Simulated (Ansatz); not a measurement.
Cu, 1 atom in the cell. The typed cell holds 1 atom: a = 2.565 Å, b = 2.598 Å, c = 2.506 Å, α = 59.95°, β = 60.31°, γ = 59.68°.  The cell isn't the ideal one: cell sheared at random, sigma 0.01, atoms nudged by 0.01 Å.

```yaml
Program: Ansatz 0.2.0
Task: relaxation of cell and atoms
Functional: PBE
Potentials_or_basis: Ansatz PAW
Cutoff: "420 eV (not typed: the program's choice for these potentials)"
k_mesh: 13 × 12 × 13
Occupations: fermi-dirac, width 0.05 eV
Spin: no spin polarisation
```

Potentials or basis: Ansatz PAW.

Run with:

```bash
$ ansatz run input.yaml --threads 2 --pin off --max-ram 5632MiB --backend cpu --events-out ev --progress --plain --runs-dir out
```

Hardware: 2 threads of Intel(R) Xeon(R) Platinum 8375C CPU @ 2.90GHz (Ice Lake), on a shared host.

Q: Estimate the wall time of this run.

A: It took 47 s on 2 threads of Intel(R) Xeon(R) Platinum 8375C CPU @ 2.90GHz (Ice Lake) (shared host), peak memory 0.56 GiB. Counts: scf iterations 30, plane waves 259, k points 1015, bands 14, ion steps 5.
